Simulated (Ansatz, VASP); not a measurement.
**One calculation of GaP, 3 ways**

```
CELL_PARAMETERS angstrom
0.00000 2.72525 2.72525
2.72525 0.00000 2.72525
2.72525 2.72525 0.00000
ATOMIC_POSITIONS crystal
Ga 0.00000 0.00000 0.00000
P 0.75000 0.75000 0.75000
```

Alike in all runs: task single point; functional PBE; k mesh 8 × 8 × 8; occupations gaussian, width 0.025 eV; no spin polarisation; no spin-orbit coupling. Pressure is positive in compression and, in plane waves, holds the error of the finite cutoff, which Ansatz's Pulay term estimates and takes out.

| program and potentials | plane-wave cutoff (eV) | notes | band gap (eV) | pressure (GPa) |
| --- | --- | --- | --- | --- |
| Ansatz, Ansatz PAW | 420 | Pulay term of +0.04 GPa included | 1.64 | 2.51 |
| Ansatz, all-electron LAPW, scalar-relativistic | - | - | 1.64 | 2.48 |
| VASP, PBE PAW files Ga_d, P, 520 eV | 520 | - | 1.64 | 2.42 |

All agree on the band gap. The pressure spans 2.42 (VASP, PBE PAW files Ga_d, P, 520 eV) to 2.51 GPa (Ansatz, Ansatz PAW), with all-electron results at 2.48. The gap is indirect and read on the mesh alone.

Differences between rows come from potentials, basis sets and numerical settings, since the functional is the same but for its coding. Runs on potential files found faulty are left out.
